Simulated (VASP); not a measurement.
**BeSe (zincblende): one HSE06 single-point calculation in two programs**

```xyz
2
Lattice="0.0000 2.5810 2.5810 2.5810 0.0000 2.5810 2.5810 2.5810 0.0000" Properties=species:S:1:pos:R:3 pbc="T T T"
Be    0.0000    0.0000    0.0000
Se    1.2905    1.2905    1.2905
```

The two codes use different PAW datasets and cutoffs. VASP's cell holds 8 valence electrons and Ansatz's 18. Ansatz's stress includes a Pulay correction; VASP's doesn't.

Cutoffs: 520 eV in VASP, 420 eV in Ansatz. k meshes: 6×6×6 and 6×6×6.

|  | VASP | Ansatz |
| --- | --- | --- |
| gap between bands v and c | 3.50 eV | 3.49 eV |
| least direct gap | 5.37 eV | 5.38 eV |
| pressure | -0.8 GPa | -0.7 GPa |

Band v is the last that the valence electrons fill when counted band by band, and c is the next. Levels in eV from the top of v, Ansatz:

| point | v−1 | v | c | c+1 |
| --- | --- | --- | --- | --- |
| Γ | 0.00 | 0.00 | 5.38 | 6.08 |
| X | -2.84 | -2.84 | 3.49 | 5.12 |
| W | -4.07 | -3.49 | 7.10 | 8.35 |
| K | -4.29 | -2.37 | 4.67 | 7.89 |
| L | -1.15 | -1.15 | 5.31 | 7.05 |

VASP:

```tsv
point	v−1	v	c	c+1
Γ	0.00	0.00	5.37	6.08
X	-2.84	-2.84	3.50	5.12
W	-4.06	-3.48	7.10	8.35
K	-4.28	-2.36	4.67	7.89
L	-1.14	-1.14	5.31	7.05
```
